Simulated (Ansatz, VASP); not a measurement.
BN in VASP and in Ansatz

Contents of INCAR:

```
ALGO = Normal
EDIFF = 1E-7
ENCUT = 520
GGA = PE
ISIF = 2
ISMEAR = 0
LASPH = True
LCHARG = False
LREAL = False
LWAVE = False
NBANDS = 16
NELM = 100
PREC = Accurate
SIGMA = 0.05
```

The input KPOINTS:

```
k-points
0
Gamma
  12 12 6
```

POSCAR

```
BN
1.0
    2.4779426931      0.0000000000      0.0000000000
   -1.2389713465      2.1459613213      0.0000000000
    0.0000000000      0.0000000000      4.2878822532
B N
2 2
Direct
    0.6666666667      0.3333333333      0.9998058547
    0.3333333333      0.6666666667      0.4998058547
    0.6666666667      0.3333333333      0.6251941453
    0.3333333333      0.6666666667      0.1251941453
```

Input for Ansatz:

```yaml
crystal:
  lattice:
    - [2.4779426931, 0.0, 0.0]
    - [-1.2389713465, 2.1459613213, 0.0]
    - [0.0, 0.0, 4.2878822532]
  atoms:
    - { symbol: B, position: [0.6666666667, 0.3333333333, 0.9998058547] }
    - { symbol: B, position: [0.3333333333, 0.6666666667, 0.4998058547] }
    - { symbol: "N", position: [0.6666666667, 0.3333333333, 0.6251941453] }
    - { symbol: "N", position: [0.3333333333, 0.6666666667, 0.1251941453] }
basis:
  ecutwfc: 420
kpoints:
  mp_grid: { grid: [12, 12, 6] }
hamiltonian:
  xc: pbe
scf:
  occupations: { method: gaussian, width: 0.05 }
output:
  forces: true
  stress: true
  eigenvalues: true
```

Change from the starting cell: strain -0.030 along x and y, +0.015 along z, atoms carried along.

Alike in both runs: task single point; functional PBE; k mesh 12 × 12 × 6; occupations gaussian, width 0.05 eV; no spin polarisation.

```csv
,VASP,Ansatz
version,VASP 6.6.1,Ansatz 0.2.0
potentials or method,"VASP PAW PBE potentials, release 64 (B, N)","scalar-relativistic, plane waves, PAW"
plane-wave cutoff (eV),520,420
valence electrons in the cell,16,16
```

|  | VASP | Ansatz | Ansatz less VASP |
| --- | --- | --- | --- |
| gap on the k mesh at the Fermi level (eV) | 4.96 | 4.97 | +0.015 |
| least direct gap on the mesh (eV) | 7.29 | 7.30 | +0.002 |
| pressure (GPa) | 19.9 | 19.5 | -0.37 |
| largest component of the traceless stress (GPa) | 31.35 | 31.10 | -0.254 |
| rms of the force components (eV/Å) | 0.049 | 0.042 | -0.0066 |

Atom by atom the forces differ by 0.007 eV/Å (rms over components). With one functional, cell and mesh, what is left measures potentials, basis and numerics.

Caveats: so large a pressure means that the cell lies far from this level's equilibrium, or that cutoff or potentials fall short (VASP). A k mesh can miss the band edges.
